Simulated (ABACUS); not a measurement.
# BeTe (F-43m) in ABACUS: equation of state

Aim: energy against volume of BeTe in PBE, for its equilibrium volume and stiffness.

Program: ABACUS 3.10.1. These are calculated values, not measurements. Logs are shortened: lines on timing, memory, paths and dates and some standing lists are left out, and cuts for length are marked.

## Step 1: Starting point

The structure is cubic, space group F-43m (No. 216). The conventional cell has a = 5.540 Å, b = 5.540 Å, c = 5.540 Å, α = 90.00°, β = 90.00°, γ = 90.00°. Around Te (site symmetry -43m) lie 4 Be at 2.40 Å. Be (site symmetry -43m) has 4 Te at 2.40 Å as nearest neighbours.

## Step 2: Equation of state, PBE, 19.98 Å³/atom (volume scaled by 0.94)

The input, INPUT:

```
INPUT_PARAMETERS
suffix              BeTe
calculation         scf
basis_type          pw
pseudo_dir          ./
symmetry            1
dft_functional      pbe
ecutwfc             89
pseudo_rcut         10
nspin               1
nbands              14
ks_solver           dav
smearing_method     fd
smearing_sigma      0.00367493
scf_thr             1e-08
scf_nmax            100
mixing_type         broyden
mixing_beta         0.7
cal_force           1
cal_stress          1
kpar                4
```

The input, STRU:

```
ATOMIC_SPECIES
Te 127.6000 Te.upf
Be 9.0122 Be.upf

LATTICE_CONSTANT
1.8897261246

LATTICE_VECTORS
0.0000000000 2.7134535211 2.7134535211
2.7134535211 0.0000000000 2.7134535211
2.7134535211 2.7134535211 0.0000000000

ATOMIC_POSITIONS
Direct

Te
0.0
1
0.7500000000 0.7500000000 0.7500000000 1 1 1

Be
0.0
1
0.0000000000 0.0000000000 0.0000000000 1 1 1
```

The input, KPT:

```
K_POINTS
0
Gamma
8 8 8 0 0 0
```

Potentials or basis: PseudoDojo NC SR 0.4.1 PBE standard, plane waves.

On the command line:

```sh
$ OMP_NUM_THREADS=1 mpirun -np 4 abacus > log
```

running log:

```text
ABACUS v3.10.1

               Atomic-orbital Based Ab-initio Computation at UStc

 ------------------------------------------------------------------------------------

 READING GENERAL INFORMATION
                           global_out_dir = OUT.BeTe/
                           global_in_card = INPUT
                               pseudo_dir = ./
                              orbital_dir =
                                    DSIZE = 4
                                    GSIZE = 1

 READING UNITCELL INFORMATION
                                    ntype = 2
                  lattice constant (Bohr) = 1.88973
              lattice constant (Angstrom) = 1

 READING ATOM TYPE 1
                               atom label = Te
                      L=0, number of zeta = 1
                      L=1, number of zeta = 1
                      L=2, number of zeta = 1
             number of atom for this type = 1

 READING ATOM TYPE 2
                               atom label = Be
                      L=0, number of zeta = 1
                      L=1, number of zeta = 1
                      L=2, number of zeta = 1
             number of atom for this type = 1

                        TOTAL ATOM NUMBER = 2
DIRECT COORDINATES
    atom                   x                   y                   z     mag                  vx                  vy                  vz
taud_Te1            0.7500000000        0.7500000000        0.7500000000  0.0000        0.0000000000        0.0000000000        0.0000000000
taud_Be1            0.0000000000        0.0000000000        0.0000000000  0.0000        0.0000000000        0.0000000000        0.0000000000

                          Volume (Bohr^3) = 269.646
                             Volume (A^3) = 39.9573

 Lattice vectors: (Cartesian coordinate: in unit of a_0)
                   +0            +2.71345            +2.71345
             +2.71345                  +0            +2.71345
             +2.71345            +2.71345                  +0
 Reciprocal vectors: (Cartesian coordinate: in unit of 2 pi/a_0)
            -0.184267           +0.184267           +0.184267
            +0.184267           -0.184267           +0.184267
            +0.184267           +0.184267           -0.184267
 The esolver type has been set to : ksdft_pw

                PAO radial cut off (Bohr) = 10

 Read in pseudopotential file is Te.upf
                     pseudopotential type = NC
          exchange-correlation functional = PBE
                 nonlocal core correction = 1
                        valence electrons = 16
                                     lmax = 2
                           number of zeta = 3
                     number of projectors = 6
                           L of projector = 0
[... 5 lines left out ...]
                PAO radial cut off (Bohr) = 10

 Read in pseudopotential file is Be.upf
                     pseudopotential type = NC
          exchange-correlation functional = PBE
                 nonlocal core correction = 0
                        valence electrons = 4
                                     lmax = 1
                           number of zeta = 2
                     number of projectors = 4
                           L of projector = 0
                           L of projector = 0
                           L of projector = 1
                           L of projector = 1
     initial pseudo atomic orbital number = 11

 SETUP THE ELECTRONS NUMBER
            electron number of element Te = 16
      total electron number of element Te = 16
            electron number of element Be = 4
      total electron number of element Be = 4
            AUTOSET number of electrons:  = 20
                           occupied bands = 10
                                   NBANDS = 14
                                   NLOCAL = 18

%%%%%%%%%%%%%%%%%%%%%%%%%%%%%%%%%%%%%%%%%%%%%%%%%%%%%%%%%%%%%%%%%%%%%%%%%%%%%%%%%%%%%%%%%%%%%%%%%%%%%%%%%%
 Warning: the number of valence electrons in pseudopotential > 6 for Te: [Kr] 4d10 5s2 5p4
 Warning: the number of valence electrons in pseudopotential > 2 for Be: [He] 2s2
 Pseudopotentials with additional electrons can yield (more) accurate outcomes, but may be less efficient.
 If you're confident that your chosen pseudopotential is appropriate, you can safely ignore this warning.
%%%%%%%%%%%%%%%%%%%%%%%%%%%%%%%%%%%%%%%%%%%%%%%%%%%%%%%%%%%%%%%%%%%%%%%%%%%%%%%%%%%%%%%%%%%%%%%%%%%%%%%%%%

 SETUP THE PLANE WAVE BASIS
 energy cutoff for charge/potential (unit:Ry) = 356
            fft grid for charge/potential = [ 45, 45, 45 ]
                        fft grid division = [ 1, 1, 1 ]
        big fft grid for charge/potential = [ 45, 45, 45 ]
                                     nbxx = 91125
                                     nrxx = 91125

 SETUP PLANE WAVES FOR CHARGE/POTENTIAL
                    number of plane waves = 30731
                         number of sticks = 1285

 PARALLEL PW FOR CHARGE/POTENTIAL
     PROC   COLUMNS(POT)             PW
        1           1285          30731
 --------------- sum -------------------
        1           1285          30731
                            number of |g| = 320
                                  max |g| = 32.1887
                                  min |g| = 0

----------- Double Check Mixing Parameters Begin ------------
mixing_type: broyden
mixing_beta: 0.7
mixing_gg0: 1
mixing_gg0_min: 0.1
mixing_ndim: 8
----------- Double Check Mixing Parameters End ------------

 LATTICE VECTORS: (CARTESIAN COORDINATE: IN UNIT OF A0)
                   +0            +2.71345            +2.71345
             +2.71345                  +0            +2.71345
             +2.71345            +2.71345                  +0
                       right hand lattice = 1
                                   NORM_A = 3.8374
                                   NORM_B = 3.8374
                                   NORM_C = 3.8374
                           ALPHA (DEGREE) = 60
[... 20 lines left out ...]
                                       S1 = 6
                                       S3 = 0
                                       S4 = 6
                                       S6 = 0
                              POINT GROUP = T_d
                                       C2 = 3
                                       C3 = 8
                                       C4 = 0
                                       C6 = 0
                                       S1 = 6
                                       S3 = 0
                                       S4 = 6
                                       S6 = 0
               POINT GROUP IN SPACE GROUP = T_d

 SETUP K-POINTS
                                    nspin = 1
                   Input type of k points = Monkhorst-Pack(Gamma)
                                   nkstot = 512
                       right hand lattice = 1
(for reciprocal lattice: )
                             BRAVAIS TYPE = 2
                     BRAVAIS LATTICE NAME = 02. Cubic I (body-centered)
                                    ibrav = 2
                       right hand lattice = 1
(for k-lattice: )
                             BRAVAIS TYPE = 2
                     BRAVAIS LATTICE NAME = 02. Cubic I (body-centered)
                                    ibrav = 2
                       right hand lattice = 1
                        ROTATION MATRICES = 48
                               nkstot_ibz = 29
K-POINTS REDUCTION ACCORDING TO SYMMETRY
     IBZ    DIRECT_X    DIRECT_Y    DIRECT_Z  WEIGHT  ibz2bz
       1  0.00000000  0.00000000  0.00000000  0.0020       0
       2  0.12500000  0.12500000  0.12500000  0.0156       1
       3  0.25000000  0.25000000  0.25000000  0.0156       2
       4  0.37500000  0.37500000  0.37500000  0.0156       3
       5  0.50000000  0.50000000  0.50000000  0.0078       4
       6  0.12500000  0.12500000  0.00000000  0.0117       9
[... 21 lines left out ...]
      28 -0.12500000  0.50000000  0.37500000  0.0234     101
      29  0.50000000  0.25000000 -0.25000000  0.0117     166

                               nkstot now = 29
[... K-POINTS DIRECT COORDINATES: 29 rows ...]

           k-point number in this process = 8
       minimum distributed K point number = 7
[... stars of the k points ...]

[... K-POINTS CARTESIAN COORDINATES: 8 rows ...]

[... K-POINTS DIRECT COORDINATES: 8 rows ...]

 SETUP PLANE WAVES FOR WAVE FUNCTIONS
     energy cutoff for wavefunc (unit:Ry) = 89
              fft grid for wave functions = [ 45, 45, 45 ]
                    number of plane waves = 4573
                         number of sticks = 361

 PARALLEL PW FOR WAVE FUNCTIONS
     PROC   COLUMNS(POT)             PW
        1            361           4573
 --------------- sum -------------------
        1            361           4573

 SETUP NONLOCAL PSEUDOPOTENTIALS IN PLANE WAVE BASIS
 Te non-local projectors:
 projector 1 L=0
 projector 2 L=0
 projector 3 L=1
 projector 4 L=1
 projector 5 L=2
 projector 6 L=2
 Be non-local projectors:
 projector 1 L=0
 projector 2 L=0
 projector 3 L=1
 projector 4 L=1
      TOTAL NUMBER OF NONLOCAL PROJECTORS = 26

 Init Non-Local PseudoPotential table :
 Init Non-Local-Pseudopotential done.

                                     npwx = 3839

 Make real space PAO into reciprocal space.
       max mesh points in Pseudopotential = 1001
     dq(describe PAO in reciprocal space) = 0.01
                                    max q = 1136

 number of pseudo atomic orbitals for Te is 3
WARNING: norm of atomic wavefunction # 3 of atomic type Te is 0.999974, renormalized

 number of pseudo atomic orbitals for Be is 2
WARNING: norm of atomic wavefunction # 2 of atomic type Be is 0.999955, renormalized

 -------------------------------------------
 SELF-CONSISTENT
 -------------------------------------------
                                 init_chg = atomic

 PW ALGORITHM --------------- ION=   1  ELEC=   1--------------------------------
 Notice: Threshold on eigenvalues was too large.
 hsover_error=0.2 > DRHO=0.0492872
 Origin diag ethr = 0.01
 New diag ethr = 0.000246436

 Density error is 0.0497924831577
                          Error Threshold = 0.000246435849695
----------------------------------------------------------
     Energy           Rydberg                 eV
----------------------------------------------------------
 E_KohnSham     -237.6643319513      -3233.5891259011
 E_Harris       -237.4199139316      -3230.2636481399
 E_Fermi        0.7294643259         9.9248713206
----------------------------------------------------------
[... 51 lines left out ...]
 Density error is 6.56065952281e-09
                          Error Threshold = 9.59539875094e-10
----------------------------------------------------------
     Energy           Rydberg                 eV
----------------------------------------------------------
 E_KohnSham     -237.6697273533      -3233.6625341109
 E_KS(sigma->0) -237.6697273532      -3233.6625341104
 E_Harris       -237.6695976854      -3233.6607698884
 E_band         -30.9617462163       -421.2561685720
 E_one_elec     -109.2214765914      -1486.0344256163
 E_Hartree      57.3981168555        780.9414437043
 E_xc           -54.2342902588       -737.8953745051
 E_Ewald        -131.6120773585      -1790.6741776929
 E_entropy(-TS) -0.0000000001        -0.0000000009
 E_descf        0.0000000000         0.0000000000
 E_exx          0.0000000000         0.0000000000
 E_Fermi        0.7502392231         10.2075282972
----------------------------------------------------------

 charge density convergence is achieved
 final etot is -3233.6625341 eV
 EFERMI = 10.207528297 eV

 STATE ENERGY(eV) AND OCCUPATIONS    NSPIN == 1
 1/8 kpoint (Cartesian) = 0.0000 0.0000 0.0000 (3839 pws)
       1       -90.7868     0.00390625
       2       -27.2059     0.00390625
       3       -27.2059     0.00390625
       4       -27.2059     0.00390625
       5       -27.1871     0.00390625
       6       -27.1871     0.00390625
       7       -3.72561     0.00390625
       8        9.36340     0.00390625
       9        9.36340     0.00390625
      10        9.36340     0.00390625
      11        12.9096    1.32262e-26
      12        12.9096    1.32262e-26
      13        12.9096    1.32262e-26
      14        14.0530    1.55055e-36
[... 66 lines left out ...]
       1       -90.7868      0.0234375
       2       -27.2062      0.0234375
       3       -27.2043      0.0234375
       4       -27.2043      0.0234375
       5       -27.1876      0.0234375
       6       -27.1865      0.0234375
       7       -3.49599      0.0234375
       8        8.22117      0.0234375
       9        8.56022      0.0234375
      10        8.56022      0.0234375
      11        12.4943    3.21395e-22
      12        14.0483    1.02283e-35
      13        14.0483    1.02283e-35
      14        14.9910    6.62681e-44

[... levels at 2 further k points ...]

------------------------------------------------------------------------------------------
 TOTAL-FORCE (eV/Angstrom)
------------------------------------------------------------------------------------------
                       Te1         0.0000000000         0.0000000000         0.0000000000
                       Be1         0.0000000000         0.0000000000         0.0000000000
------------------------------------------------------------------------------------------

----------------------------------------------------------------
 TOTAL-STRESS (KBAR)
----------------------------------------------------------------
        96.0206035597        -0.0000000000         0.0000000000
        -0.0000000000        96.0206035597         0.0000000000
        -0.0000000000         0.0000000000        96.0206035597
----------------------------------------------------------------
 TOTAL-PRESSURE: 96.020604 KBAR

 --------------------------------------------
 !FINAL_ETOT_IS -3233.6625341108815519 eV
 --------------------------------------------
```

Wall time 3.4 s (4 MPI ranks of AMD EPYC 9R45 (Zen 5), shared host); peak memory 0.36 GiB.

Results:

```yaml
Free_energy: -3233.6625 eV
Pressure: 9.6 GPa
Band_gap_on_the_k_mesh: 1.70 eV, indirect (least direct gap 3.55 eV)
```

Caveat: spin-orbit coupling is left out, which moves the levels of the heavy elements.

## Step 3: Equation of state, PBE, 20.40 Å³/atom (volume scaled by 0.96)

INPUT is that of step 2.

STRU: that of step 2 with these lines changed.

```diff
@@ -8,5 +8,5 @@
 LATTICE_VECTORS
-0.0000000000 2.7134535211 2.7134535211
-2.7134535211 0.0000000000 2.7134535211
-2.7134535211 2.7134535211 0.0000000000
+0.0000000000 2.7325629784 2.7325629784
+2.7325629784 0.0000000000 2.7325629784
+2.7325629784 2.7325629784 0.0000000000
```

KPT is that of step 2.

Potentials or basis: PseudoDojo NC SR 0.4.1 PBE standard, plane waves.

On the command line:

```sh
$ OMP_NUM_THREADS=1 mpirun -np 4 abacus > log
```

Run time: 3.4 s. Hardware: 4 MPI ranks of AMD EPYC 9R45 (Zen 5), shared host; peak memory 0.36 GiB.

It converged, with:

* Free energy: -3233.7085 eV
* Pressure: 7.7 GPa
* Band gap on the k mesh: 1.76 eV, indirect (least direct gap 3.57 eV)

Caveat: spin-orbit coupling is left out, which moves the levels of the heavy elements.

## Step 4: Equation of state, PBE, 20.83 Å³/atom (volume scaled by 0.98)

INPUT is that of step 3.

STRU: that of step 3 with these lines changed.

```diff
@@ -8,5 +8,5 @@
 LATTICE_VECTORS
-0.0000000000 2.7325629784 2.7325629784
-2.7325629784 0.0000000000 2.7325629784
-2.7325629784 2.7325629784 0.0000000000
+0.0000000000 2.7514088358 2.7514088358
+2.7514088358 0.0000000000 2.7514088358
+2.7514088358 2.7514088358 0.0000000000
```

KPT is that of step 3.

On the command line:

```sh
$ OMP_NUM_THREADS=1 mpirun -np 4 abacus > log
```

It took 3.1 s on 4 MPI ranks of AMD EPYC 9R45 (Zen 5), shared host; peak memory 0.36 GiB.

Results (log left out):

```
Free energy            : -3233.7449 eV
Pressure               : 6.0 GPa
Band gap on the k mesh : 1.81 eV, indirect (least direct gap 3.59 eV)
```

Caveat: spin-orbit coupling is left out, which moves the levels of the heavy elements.

## Step 5: Equation of state, PBE, 21.25 Å³/atom

INPUT is that of step 4.

STRU: that of step 4 with these lines changed.

```diff
@@ -8,5 +8,5 @@
 LATTICE_VECTORS
-0.0000000000 2.7514088358 2.7514088358
-2.7514088358 0.0000000000 2.7514088358
-2.7514088358 2.7514088358 0.0000000000
+0.0000000000 2.7700000000 2.7700000000
+2.7700000000 0.0000000000 2.7700000000
+2.7700000000 2.7700000000 0.0000000000
```

KPT is that of step 4.

On the command line:

```sh
$ OMP_NUM_THREADS=1 mpirun -np 4 abacus > log
```

Wall time 3.2 s (4 MPI ranks of AMD EPYC 9R45 (Zen 5), shared host); peak memory 0.36 GiB.

Results (log left out):

* Free energy: -3233.7727 eV
* Pressure: 4.5 GPa
* Band gap on the k mesh: 1.87 eV, indirect (least direct gap 3.61 eV)

Caveat: spin-orbit coupling is left out, which moves the levels of the heavy elements.

## Step 6: Equation of state, PBE, 21.68 Å³/atom (volume scaled by 1.02)

INPUT is that of step 5.

STRU: that of step 5 with these lines changed.

```diff
@@ -8,5 +8,5 @@
 LATTICE_VECTORS
-0.0000000000 2.7700000000 2.7700000000
-2.7700000000 0.0000000000 2.7700000000
-2.7700000000 2.7700000000 0.0000000000
+0.0000000000 2.7883449055 2.7883449055
+2.7883449055 0.0000000000 2.7883449055
+2.7883449055 2.7883449055 0.0000000000
```

KPT is that of step 5.

Potentials or basis: PseudoDojo NC SR 0.4.1 PBE standard, plane waves.

On the command line:

```sh
$ OMP_NUM_THREADS=1 mpirun -np 4 abacus > log
```

It took 3.4 s on 4 MPI ranks of AMD EPYC 9R45 (Zen 5), shared host; peak memory 0.36 GiB.

The run converged. Its results:

| Quantity | Value |
| --- | --- |
| Free energy | -3233.7926 eV |
| Pressure | 3.0 GPa |
| Band gap on the k mesh | 1.92 eV, indirect (least direct gap 3.62 eV) |

Caveat: spin-orbit coupling is left out, which moves the levels of the heavy elements.

## Step 7: Equation of state, PBE, 22.10 Å³/atom (volume scaled by 1.04)

INPUT is that of step 6.

STRU: that of step 6 with these lines changed.

```diff
@@ -8,5 +8,5 @@
 LATTICE_VECTORS
-0.0000000000 2.7883449055 2.7883449055
-2.7883449055 0.0000000000 2.7883449055
-2.7883449055 2.7883449055 0.0000000000
+0.0000000000 2.8064515486 2.8064515486
+2.8064515486 0.0000000000 2.8064515486
+2.8064515486 2.8064515486 0.0000000000
```

KPT is that of step 6.

On the command line:

```sh
$ OMP_NUM_THREADS=1 mpirun -np 4 abacus > log
```

It took 3.4 s on 4 MPI ranks of AMD EPYC 9R45 (Zen 5), shared host; peak memory 0.36 GiB.

The run converged. Its results:

```
Free energy            : -3233.8054 eV
Pressure               : 1.8 GPa
Band gap on the k mesh : 1.96 eV, indirect (least direct gap 3.64 eV)
```

Caveat: spin-orbit coupling is left out, which moves the levels of the heavy elements.

## Step 8: Equation of state, PBE, 22.53 Å³/atom (volume scaled by 1.06)

INPUT is that of step 7.

STRU: that of step 7 with these lines changed.

```diff
@@ -8,5 +8,5 @@
 LATTICE_VECTORS
-0.0000000000 2.8064515486 2.8064515486
-2.8064515486 0.0000000000 2.8064515486
-2.8064515486 2.8064515486 0.0000000000
+0.0000000000 2.8243275181 2.8243275181
+2.8243275181 0.0000000000 2.8243275181
+2.8243275181 2.8243275181 0.0000000000
```

KPT is that of step 7.

On the command line:

```sh
$ OMP_NUM_THREADS=1 mpirun -np 4 abacus > log
```

Run time: 3.2 s. Hardware: 4 MPI ranks of AMD EPYC 9R45 (Zen 5), shared host; peak memory 0.36 GiB.

Results (log left out):

| Property | Result |
| --- | --- |
| Free energy | -3233.8117 eV |
| Pressure | 0.6 GPa |
| Band gap on the k mesh | 2.01 eV, indirect (least direct gap 3.65 eV) |

Caveat: spin-orbit coupling is left out, which moves the levels of the heavy elements.

## Step 9: Equation of state, PBE

Potentials or basis: PseudoDojo NC SR 0.4.1 PBE standard, plane waves.

This step only gathers the single runs of the series.

What came out:

```
Equilibrium volume : 22.77 Å³/atom (rough: see the caveat)
Bulk modulus       : 57 GPa (rough)
```

Energy against volume, from the lowest point:
```csv
volume (Å³/atom),energy (meV/atom)
19.979,74.57
20.404,51.59
20.829,33.37
21.254,19.48
21.679,9.52
22.104,3.13
22.529,0.00
```

Caveat: the minimum lies outside the volumes run. Spin-orbit coupling is left out, which matters for the levels of Te.
